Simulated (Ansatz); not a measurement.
# Cr (Chromium): the cost of one run

Computed with Ansatz 0.2.0 (DFT PBE, with the methods named in each step, unless a step's input says otherwise).

## (1) The structure to begin with

The structure is hexagonal, space group P6_3/mmc (No. 194). Conventional cell: a = 2.714 Å, b = 2.714 Å, c = 4.410 Å, α = 90.00°, β = 90.00°, γ = 120.00°. Cr (site symmetry -6m2) is surrounded by 12 Cr at 2.71 Å.

As a file:

```
CELL_PARAMETERS angstrom
0.00000 0.00000 4.41000
2.71400 0.00000 0.00000
0.00000 4.70079 0.00000
ATOMIC_POSITIONS crystal
Cr 0.25000 0.00000 0.33333
Cr 0.25000 0.50000 0.83333
Cr 0.75000 0.50000 0.16667
Cr 0.75000 0.00000 0.66667
```

Elk's input and logs are in atomic units (hartree, bohr).

Atoms are numbered in the order of the input: Cr1, Cr2, Cr3, Cr4.

## (2) Collinear moments without spin-orbit coupling, PAW

Input file input.yaml:

```yaml
crystal:
  lattice:
    - [0.0, 0.0, 4.41]
    - [2.714, 0.0, 0.0]
    - [0.0, 4.7007858918, 0.0]
  atoms:
    - { symbol: Cr, position: [0.25, 1.0, 0.3333333334], spin: 3.0 }
    - { symbol: Cr, position: [0.25, 0.5, 0.8333333334], spin: -3.0 }
    - { symbol: Cr, position: [0.75, 0.5, 0.1666666666], spin: -3.0 }
    - { symbol: Cr, position: [0.75, 0.0, 0.6666666666], spin: 3.0 }
magnetization:
  spin_polarized: true
kpoints:
  mp_grid: { grid: [6, 10, 6] }
scf:
  occupations: { method: fermi_dirac, width: 0.05 }
  lower_state_search: "off"
hamiltonian:
  xc: pbe
  pseudopotentials: { kind: paw }
output:
  forces: true
  stress: true
  eigenvalues: true
  write_density: true
  write_potential: true
  elf: true
  volumetric_format: npy
```

Run with:

```bash
$ ansatz run input.yaml --threads 2 --pin off --max-ram 6144MiB --backend cpu --events-out ev --progress --plain --runs-dir out
```

What time and memory should one allow on 2 threads of Arm Neoverse N1, shared host?

About 17 s, with a peak of 0.52 GiB.
